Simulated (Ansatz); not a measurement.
# NaI: how the settings move a single-point run

Question: which choices in the input matter for NaI?

Method: reference: DFT, PBEsol, all-electron LAPW, scalar-relativistic; levels and slopes on a fine mesh, independent-particle optical spectra, in Ansatz 0.2.0.

## 1. The starting structure

Symmetry: Fm-3m, No. 225, cubic system. Conventional cell: a = 6.401 Å, b = 6.401 Å, c = 6.401 Å, α = 90.00°, β = 90.00°, γ = 90.00°. Na (site symmetry m-3m) has 6 I at 3.20 Å as nearest neighbours. I (site symmetry m-3m) is surrounded by 6 Na at 3.20 Å.

As a file:

```cif
data_structure
_symmetry_space_group_name_H-M 'Fm-3m'
_symmetry_Int_Tables_number 225
_cell_length_a 6.4005
_cell_length_b 6.4005
_cell_length_c 6.4005
_cell_angle_alpha 90.000
_cell_angle_beta 90.000
_cell_angle_gamma 90.000
_cell_volume 262.21
loop_
_atom_site_label
_atom_site_type_symbol
_atom_site_symmetry_multiplicity
_atom_site_Wyckoff_symbol
_atom_site_fract_x
_atom_site_fract_y
_atom_site_fract_z
_atom_site_occupancy
Na1 Na 4 a 0.00000 0.00000 0.00000 1
I1 I 4 b 0.50000 0.00000 0.00000 1
```

## 2. Baseline

input.yaml

```yaml
crystal:
  lattice:
    - [0.0, 3.20025041403, 3.20025041403]
    - [3.20025041403, 0.0, 3.20025041403]
    - [3.20025041403, 3.20025041403, 0.0]
  atoms:
    - { symbol: Na, position: [0.0, 0.0, 0.0] }
    - { symbol: I, position: [0.5, 0.5, 0.5] }
kpoints:
  mp_grid: { grid: [8, 8, 8] }
scf:
  occupations: { method: fixed }
hamiltonian:
  xc: pbesol
  pseudopotentials: { kind: all_electron, lapw: { basis_error: 0.001 } }
output:
  forces: true
  stress: true
  eigenvalues: true
  eigenstates:
    nscf_kmesh: { grid: [10, 10, 10] }
    de_dk: true
    e_range: [-9, 13.59757298511]
  optics:
    e_range: [0, 20]
    de: 0.2
    sigma: 0.25
    bands: { spectra_wanted_up_to: 20 }
    nscf_kmesh: { grid: [10, 10, 10] }
checkpoint:
  write: ck
  write_wavefunctions: false
```

On the command line:

```sh
> ansatz run input.yaml --threads 1 --pin off --max-ram 3072MiB --backend cpu --events-out ev --progress --plain --runs-dir out
```

## 3. Variant: preconditioner kerker, scf.algorithm direct_min

Edit input.yaml of step 2 so:

```diff
@@ -12,2 +12,4 @@
   occupations: { method: fixed }
+  mixing: { preconditioner: kerker }
+  algorithm: direct_min
 hamiltonian:
```

What does the calculation give? Wanted: for each run, ending; energy change; pressure; gap; force.

**Answer**, as computed:

| run | ending | energy change | pressure (GPa) | gap (eV) | force (eV/Å) | cycles | time |
| --- | --- | --- | --- | --- | --- | --- | --- |
| reference | converged | 0 | 0.0 | 3.60 | 0.00 | - | 36 s |
| 1: preconditioner kerker, scf.algorithm direct_min | converged | 0.0 meV/atom | 0.0 | 3.60 | 0.00 | 8 | 44 s |

Residual by cycle in the longest SCF loop of each run; runs are numbered as in the table. The quantity is the density residual dr2, in eV.

| cycle | reference | run 1 |
| --- | --- | --- |
| 1 | 0.148 | 0.148 |
| 2 | 0.0135 | 0.0025 |
| 3 | 0.00163 | 5.3e-6 |
| 4 | 2.8e-5 | 6.1e-7 |
| 5 | 8.6e-7 | 1.4e-9 |
| 6 | 8.2e-9 | 6.1e-10 |
| 7 | 1.3e-9 | 5.5e-12 |
| 8 | 2.2e-11 | 3.2e-14 |
| 9 | 5.5e-14 | - |

What this shows: With the changed mixing and solver the energy agrees within 0.5 meV/atom. The gap of the reference lacks spin-orbit coupling, though the cell holds I.

The gaps are Kohn-Sham values of a semilocal functional, not quasiparticle or optical gaps. Such gaps usually fall short of the measured ones; spin-orbit coupling, left out here, narrows gaps with I, so the two errors partly cancel.
